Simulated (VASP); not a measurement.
# MoP (P-6m2) in VASP: notebook, part 2 of 2

VASP 6.6.1. Earlier steps stand in the parts before.

## Step 3: Relaxation of cell and atoms, PBEsol, target pressure 10 GPa, at which the enthalpy is minimised

The input, INCAR:

```
SYSTEM = MoP
PREC = Accurate
ENCUT = 600
EDIFF = 1E-7
ISMEAR = -1
SIGMA = 0.05
LREAL = .FALSE.
LASPH = .TRUE.
NELM = 60
ALGO = Fast
ISIF = 3
LWAVE = .FALSE.
LCHARG = .FALSE.
GGA = PS
IBRION = 2
NSW = 40
EDIFFG = -0.01
PSTRESS = 100
```

The input, KPOINTS:

```
Automatic mesh
0
G
  10 10 8
  0 0 0
```

The input, POSCAR:

```
MoP
1.0
    3.2230000000      0.0000000000      0.0000000000
   -1.6115000000      2.7911998764      0.0000000000
    0.0000000000      0.0000000000      3.1910000000
Mo P
1 1
Direct
    0.0000000000      0.0000000000      0.0000000000
    0.3333333333      0.6666666667      0.5000000000
```

Potentials or basis: VASP PAW PBE potentials, release 64 (Mo_sv, P).

On the command line:

```console
cat potpaw_PBE.64/Mo_sv/POTCAR potpaw_PBE.64/P/POTCAR > POTCAR
mpirun -np 1 vasp_std > vasp.out
```

OUTCAR:

```text
SYSTEM = MoP
   PREC = Accurate
   ENCUT = 600
   EDIFF = 1E-7
   ISMEAR = -1
   LREAL = .FALSE.
   LASPH = .TRUE.
   NELM = 60
   ISIF = 3
   GGA = PS
   IBRION = 2
   NSW = 40
   EDIFFG = -0.01
   PSTRESS = 100

 ion  position               nearest neighbor table
   1  0.000  0.000  0.000-   2 2.45   2 2.45   2 2.45   2 2.45   2 2.45   2 2.45
   2  0.333  0.667  0.500-   1 2.45   1 2.45   1 2.45   1 2.45   1 2.45   1 2.45

  LATTYP: Found a hexagonal cell.
 ALAT       =     3.2230000000
 C/A-ratio  =     0.9900713621

  Lattice vectors:

 A1 = (   3.2230000000,   0.0000000000,   0.0000000000)
 A2 = (  -1.6115000000,   2.7911998764,   0.0000000000)
 A3 = (   0.0000000000,   0.0000000000,   3.1910000000)

Analysis of symmetry for initial positions (statically):
=====================================================================
 Subroutine PRICEL returns:
 Original cell was already a primitive cell.

 Routine SETGRP: Setting up the symmetry group for a
 hexagonal supercell.

 Subroutine GETGRP returns: Found 12 space group operations
 (whereof 12 operations were pure point group operations)
 out of a pool of 24 trial point group operations.

The static configuration has the point symmetry D_3h.

Analysis of symmetry for dynamics (positions and initial velocities):
=====================================================================
 Subroutine PRICEL returns:
 Original cell was already a primitive cell.

 Routine SETGRP: Setting up the symmetry group for a
 hexagonal supercell.

 Subroutine GETGRP returns: Found 12 space group operations
 (whereof 12 operations were pure point group operations)
 out of a pool of 24 trial point group operations.

The dynamic configuration has the point symmetry D_3h.

 Subroutine INISYM returns: Found 12 space group operations
 (whereof 12 operations are pure point group operations),
 and found     1 'primitive' translations

----------------------------------------------------------------------------------------

                                     Primitive cell

  volume of cell :      28.7064
[... 134 lines left out ...]
  ---------------------------------------------------
  ext. energy  EPLUGINS =         0.00000000
  ---------------------------------------------------
  free energy    TOTEN  =       -19.05831242 eV

  energy without entropy =      -19.05415568  energy(sigma->0) =      -19.05623405

------------------------ aborting loop because EDIFF is reached ----------------------------------------

  FORCE on cell =-STRESS in cart. coord.  units (eV):
  Direction    XX          YY          ZZ          XY          YZ          ZX
  --------------------------------------------------------------------------------------
  -------------------------------------------------------------------------------------
  Total       -0.5646869     -0.5646869     -0.7693551      0.0000000     -0.0000000      0.0000000
  in kB      -31.5166644    -31.5166644    -42.9397381      0.0000000     -0.0000000      0.0000000
  external PRESSURE =    -135.3243556 kB  Pullay stress =     100.0000000 kB
[... 291 lines left out ...]
--------------------------------------- Ionic step        9  -------------------------------------------

 number of electron      19.0000002 magnetization

 Free energy of the ion-electron system (eV)
  ---------------------------------------------------
  ext. energy  EPLUGINS =         0.00000000
  ---------------------------------------------------
  free energy    TOTEN  =       -19.03029434 eV

  energy without entropy =      -19.02653641  energy(sigma->0) =      -19.02841537

 E-fermi :  12.6666     XC(G=0): -12.9910

 val. band max:       12.6146872571   @ k =   0.3000  -0.0000   0.3750
 cond. band min:      12.6865476807   @ k =   0.2000  -0.0000   0.0000
 fundamental gap:      0.0718604236
 Fermi energy:        12.6665913148

 k-point     1 :       0.0000    0.0000    0.0000
  band No.  band energies     occupation
      1     -48.3794      2.00000
      2     -22.5967      2.00000
      3     -22.3362      2.00000
      4     -22.3362      2.00000
      5      -1.6287      2.00000
      6       8.1068      2.00000
      7       9.2228      2.00000
      8       9.2228      2.00000
      9      11.9516      2.00000
     10      12.9790      0.00386
     11      12.9790      0.00386
     12      17.0862      0.00000
     13      17.0862      0.00000
[... 354 lines left out ...]
  band No.  band energies     occupation
      1     -48.3316      2.00000
      2     -22.7400      2.00000
      3     -22.5835      2.00000
      4     -22.4542      2.00000
      5       1.2825      2.00000
      6       5.3698      2.00000
      7       7.8960      2.00000
      8       9.1334      2.00000
      9      10.3827      2.00000
     10      13.0944      0.00038
     11      14.5935      0.00000
     12      15.0553      0.00000
     13      17.2562      0.00000

 [... further k-points ...]

------------------------ aborting loop because EDIFF is reached ----------------------------------------

  FORCE on cell =-STRESS in cart. coord.  units (eV):
  Direction    XX          YY          ZZ          XY          YZ          ZX
  --------------------------------------------------------------------------------------
  -------------------------------------------------------------------------------------
  Total        1.6992477      1.6992477      1.6990251      0.0000000     -0.0000000      0.0000000
  in kB      100.1226148    100.1226148    100.1094997      0.0000000     -0.0000000      0.0000000
  external PRESSURE =       0.1182431 kB  Pullay stress =     100.0000000 kB
[... 21 lines left out ...]
  energy  without entropy=      -19.0265364073  energy(sigma->0) =      -19.02841537

  enthalpy is  TOTEN    =       -17.3331276690 eV   P V=        1.6971666720

 reached required accuracy - stopping structural energy minimisation
```

OSZICAR:

```text
N       E                     dE             d eps       ncg     rms          rms(c)
DAV:   1     0.134073462178E+03    0.13407E+03   -0.11012E+04  1820   0.155E+03
[... 93 lines left out ...]
DAV:   1    -0.190307640139E+02    0.20191E-02   -0.11724E-02  2040   0.139E+00    0.290E-01
RMM:   2    -0.190303146574E+02    0.44936E-03   -0.15216E-03  1820   0.377E-01    0.375E-02
RMM:   3    -0.190302954070E+02    0.19250E-04   -0.12833E-04  1841   0.929E-02    0.227E-02
RMM:   4    -0.190302923290E+02    0.30780E-05   -0.39576E-05  1830   0.546E-02    0.140E-02
RMM:   5    -0.190302946358E+02   -0.23068E-05   -0.86559E-06  1834   0.247E-02    0.983E-03
RMM:   6    -0.190302944015E+02    0.23434E-06   -0.29627E-06  1820   0.142E-02    0.257E-03
RMM:   7    -0.190302943410E+02    0.60484E-07   -0.29886E-07  1277   0.607E-03
   9 F= -.17333128E+02 E0= -.17331249E+02  d E =-.131963E-04
```

CONTCAR:

```text
MoP
   1.00000000000000
     3.1575267756204637    0.0000000000000000   -0.0000000000000000
    -1.5787633878102318    2.7344984008197839   -0.0000000000000000
    -0.0000000000000000   -0.0000000000000000    3.1492733739953098
  Mo              P
     1     1
Direct
     0.0000000000000000    0.0000000000000000    0.0000000000000000
     0.3333333332999970    0.6666666667000030    0.5000000000000000

  0.00000000E+00  0.00000000E+00  0.00000000E+00
  0.00000000E+00  0.00000000E+00  0.00000000E+00
```

Run time: 1.9 min. Hardware: 1 thread of Intel Xeon Platinum 8488C (Sapphire Rapids), shared host; peak memory 0.18 GiB.

Results:

```yaml
Free_energy: -19.0303 eV
Relaxed_volume: 13.60 Å³/atom
Relaxed_cell: a = 3.158 Å, b = 3.158 Å, c = 3.149 Å, α = 90.00°, β = 90.00°, γ = 120.00°
Space_group_after_relaxing_to_0.05_Å: P-6m2 (No. 187)
Energy_change_on_relaxing_the_enthalpy_is_what_falls: +14.0 meV/atom
Ionic_steps: 9
Pressure_after_relaxing: 10.0 GPa
Band_gap_on_the_k_mesh: none (metal or under the smearing width)
```

The path:
```csv
step,energy change (eV),largest force (eV/Å),pressure (GPa),volume (Å³)
1,0.0000,0.0000,-3.53,28.71
2,0.6728,0.0000,57.88,23.96
3,0.0225,0.0000,9.23,27.31
4,0.0260,0.0000,9.83,27.25
5,0.0278,0.0000,10.14,27.22
6,0.0296,0.0000,10.23,27.17
7,0.0293,0.0000,10.21,27.17
8,0.0255,0.0000,9.57,27.23
9,0.0280,0.0000,10.01,27.19
```

Final structure:
```cif
data_structure
_symmetry_space_group_name_H-M 'P 1'
_symmetry_Int_Tables_number 1
_cell_length_a 3.1575
_cell_length_b 3.1575
_cell_length_c 3.1493
_cell_angle_alpha 90.000
_cell_angle_beta 90.000
_cell_angle_gamma 120.000
_cell_volume 27.19
loop_
_atom_site_label
_atom_site_type_symbol
_atom_site_fract_x
_atom_site_fract_y
_atom_site_fract_z
_atom_site_occupancy
Mo1 Mo 0.00000 0.00000 0.00000 1
P1 P 0.33333 0.66667 0.50000 1
```

Caveat: the cell is relaxed towards a set pressure, so the enthalpy falls and the energy may rise; the PAW data sets were made with another functional, which shifts forces and pressure a little.

## Step 4: Relaxation of cell and atoms, PBEsol, target pressure 20 GPa, at which the enthalpy is minimised

INCAR, as its differences from that of step 3:

```diff
@@ -17,2 +17,2 @@
 EDIFFG = -0.01
-PSTRESS = 100
+PSTRESS = 200
```

KPOINTS is that of step 3.

POSCAR is that of step 3.

Potentials or basis: VASP PAW PBE potentials, release 64 (Mo_sv, P).

On the command line:

```console
cat potpaw_PBE.64/Mo_sv/POTCAR potpaw_PBE.64/P/POTCAR > POTCAR
mpirun -np 1 vasp_std > vasp.out
```

OUTCAR:

```text
SYSTEM = MoP
   PREC = Accurate
   ENCUT = 600
   EDIFF = 1E-7
   ISMEAR = -1
   LREAL = .FALSE.
   LASPH = .TRUE.
   NELM = 60
   ISIF = 3
   GGA = PS
   IBRION = 2
   NSW = 40
   EDIFFG = -0.01
   PSTRESS = 200

 ion  position               nearest neighbor table
   1  0.000  0.000  0.000-   2 2.45   2 2.45   2 2.45   2 2.45   2 2.45   2 2.45
   2  0.333  0.667  0.500-   1 2.45   1 2.45   1 2.45   1 2.45   1 2.45   1 2.45

  LATTYP: Found a hexagonal cell.
 ALAT       =     3.2230000000
 C/A-ratio  =     0.9900713621

  Lattice vectors:

 A1 = (   3.2230000000,   0.0000000000,   0.0000000000)
 A2 = (  -1.6115000000,   2.7911998764,   0.0000000000)
 A3 = (   0.0000000000,   0.0000000000,   3.1910000000)

Analysis of symmetry for initial positions (statically):
=====================================================================
 Subroutine PRICEL returns:
 Original cell was already a primitive cell.

 Routine SETGRP: Setting up the symmetry group for a
 hexagonal supercell.

 Subroutine GETGRP returns: Found 12 space group operations
 (whereof 12 operations were pure point group operations)
 out of a pool of 24 trial point group operations.

The static configuration has the point symmetry D_3h.

Analysis of symmetry for dynamics (positions and initial velocities):
=====================================================================
 Subroutine PRICEL returns:
 Original cell was already a primitive cell.

 Routine SETGRP: Setting up the symmetry group for a
[... 388 lines left out ...]
  ---------------------------------------------------
  ext. energy  EPLUGINS =         0.00000000
  ---------------------------------------------------
  free energy    TOTEN  =       -18.94588880 eV

  energy without entropy =      -18.94229696  energy(sigma->0) =      -18.94409288

 E-fermi :  13.2267     XC(G=0): -13.1695

 val. band max:       13.1852681521   @ k =   0.3000  -0.0000   0.3750
 cond. band min:      13.2308739848   @ k =   0.2000  -0.0000   0.0000
 fundamental gap:      0.0456058326
 Fermi energy:        13.2267208872

 k-point     1 :       0.0000    0.0000    0.0000
  band No.  band energies     occupation
      1     -47.7983      2.00000
      2     -22.0376      2.00000
      3     -21.7417      2.00000
      4     -21.7417      2.00000
      5      -1.3163      2.00000
      6       8.4328      2.00000
      7       9.6997      2.00000
      8       9.6997      2.00000
      9      12.4647      2.00000
     10      13.5473      0.00328
     11      13.5473      0.00328
     12      17.8129      0.00000
     13      17.8129      0.00000
[... 354 lines left out ...]
  band No.  band energies     occupation
      1     -47.7410      2.00000
      2     -22.2099      2.00000
      3     -22.0182      2.00000
      4     -21.8782      2.00000
      5       1.7461      2.00000
      6       5.7143      2.00000
      7       8.2557      2.00000
      8       9.5541      2.00000
      9      10.8540      2.00000
     10      13.6922      0.00018
     11      15.2575      0.00000
     12      15.7631      0.00000
     13      17.9719      0.00000

 [... further k-points ...]

------------------------ aborting loop because EDIFF is reached ----------------------------------------

  FORCE on cell =-STRESS in cart. coord.  units (eV):
  Direction    XX          YY          ZZ          XY          YZ          ZX
  --------------------------------------------------------------------------------------
  -------------------------------------------------------------------------------------
  Total        3.2920362      3.2920362      3.2951244      0.0000000     -0.0000000      0.0000000
  in kB      200.6760478    200.6760478    200.8643028      0.0000000     -0.0000000      0.0000000
  external PRESSURE =       0.7387995 kB  Pullay stress =     200.0000000 kB
[... 21 lines left out ...]
  energy  without entropy=      -18.9422969600  energy(sigma->0) =      -18.94409288

  enthalpy is  TOTEN    =       -15.6649430035 eV   P V=        3.2809457958

 reached required accuracy - stopping structural energy minimisation
```

OSZICAR:

```text
N       E                     dE             d eps       ncg     rms          rms(c)
DAV:   1     0.134073462178E+03    0.13407E+03   -0.11012E+04  1820   0.155E+03
DAV:   2    -0.163538956273E+02   -0.15043E+03   -0.14754E+03  2125   0.385E+02
DAV:   3    -0.200927677535E+02   -0.37389E+01   -0.36774E+01  2364   0.555E+01
[... 78 lines left out ...]
RMM:   2    -0.189459782056E+02    0.35898E-03   -0.48289E-04  1823   0.212E-01    0.551E-02
RMM:   3    -0.189458876263E+02    0.90579E-04   -0.23843E-04  1820   0.139E-01    0.174E-02
RMM:   4    -0.189458888822E+02   -0.12559E-05   -0.25033E-05  1825   0.502E-02    0.106E-02
RMM:   5    -0.189458887690E+02    0.11323E-06   -0.36439E-06  1850   0.178E-02    0.118E-03
RMM:   6    -0.189458887993E+02   -0.30301E-07   -0.62904E-07  1417   0.769E-03
   7 F= -.15664943E+02 E0= -.15663147E+02  d E =-.461054E-02
```

CONTCAR:

```text
MoP
   1.00000000000000
     3.1146051888097706   -0.0000000000000000    0.0000000000000000
    -1.5573025944048853    2.6973272162710202    0.0000000000000000
     0.0000000000000000   -0.0000000000000000    3.1285493140708343
  Mo              P
     1     1
Direct
     0.0000000000000000    0.0000000000000000    0.0000000000000000
     0.3333333332999970    0.6666666667000030    0.5000000000000000

  0.00000000E+00  0.00000000E+00  0.00000000E+00
  0.00000000E+00  0.00000000E+00  0.00000000E+00
```

Wall time 99 s (1 thread of Intel Xeon Platinum 8488C (Sapphire Rapids), shared host); peak memory 0.18 GiB.

What came out:

```
Free energy                                            : -18.9459 eV
Relaxed volume                                         : 13.14 Å³/atom
Relaxed cell                                           : a = 3.115 Å, b = 3.115 Å, c = 3.129 Å, α = 90.00°, β = 90.00°, γ = 120.00°
Space group after relaxing (to 0.05 Å)                 : P-6m2 (No. 187)
Energy change on relaxing (the enthalpy is what falls) : +56.2 meV/atom
Ionic steps                                            : 7
Pressure after relaxing                                : 20.1 GPa
Band gap on the k mesh                                 : none (metal or under the smearing width)
```

Step by step:
| step | energy change (eV) | largest force (eV/Å) | pressure (GPa) | volume (Å³) |
| --- | --- | --- | --- | --- |
| 1 | 0.0000 | 0.0000 | -3.53 | 28.71 |
| 2 | 2.5656 | 0.0000 | 143.46 | 20.81 |
| 3 | 0.0824 | 0.0000 | 17.33 | 26.57 |
| 4 | 0.1012 | 0.0000 | 19.29 | 26.41 |
| 5 | 0.1079 | 0.0000 | 19.95 | 26.36 |
| 6 | 0.1137 | 0.0000 | 20.10 | 26.27 |
| 7 | 0.1124 | 0.0000 | 20.07 | 26.28 |

Final structure:
```xyz
2
Lattice="3.1146 0.0000 0.0000 -1.5573 2.6973 0.0000 0.0000 0.0000 3.1285" Properties=species:S:1:pos:R:3 pbc="T T T"
Mo    0.0000    0.0000    0.0000
P     0.0000    1.7982    1.5643
```

Levels at points of the mesh, in eV from the Fermi level:
```
           k point  band 7  band 8  band 9  band 10  band 11  band 12  band 13
(0.00, 0.00, 0.00)   -3.53   -3.53   -0.76     0.32     0.32     4.59     4.59
(0.50, 0.00, 0.00)   -4.42   -4.29   -1.14    -0.52     2.01     2.87     4.94
(0.00, 0.00, 0.50)   -2.87   -2.87   -1.91    -1.91     1.34     3.17     3.17
(0.50, 0.00, 0.50)   -5.62   -4.76   -1.13     1.74     2.02     4.01     5.69
```

Caveat: the cell is relaxed towards a set pressure, so the enthalpy falls and the energy may rise; the PAW data sets were made with another functional, which shifts forces and pressure a little.

## Step 5: The reference run

An earlier run on the cell as given: functional PBE; potentials or basis VASP PAW PBE potentials, release 64 (Mo_sv, P); cutoff 520 eV; k mesh 10 × 10 × 8; occupations fermi-dirac, width 0.05 eV; no spin polarisation.

- Pressure: 2.7 GPa
- Band gap on the k mesh: none (metal or under the smearing width)

## Step 6: Overview

```csv
task,level,cell,cutoff (eV),target pressure,gap on the mesh (eV),pressure (GPa)
relaxation of cell and atoms,PBEsol,relaxed to 5 GPa,600,5 GPa,none,5.0
relaxation of cell and atoms,PBEsol,relaxed to 10 GPa,600,10 GPa,none,10.0
relaxation of cell and atoms,PBEsol,relaxed to 20 GPa,600,20 GPa,none,20.1
single point,PBE,as given,520,-,none,2.7
```

Alike in all rows: potentials or basis VASP PAW PBE potentials, release 64 (Mo_sv, P); no spin polarisation; k mesh 10 × 10 × 8; smearing fermi-dirac 0.05 eV.

Caveats: the cell is relaxed towards a set pressure, so the enthalpy falls and the energy may rise (some runs); the PAW data sets were made with another functional, which shifts forces and pressure a little (some runs).

Total energies depend on the potentials used, so only differences within one code and one set of settings carry meaning.
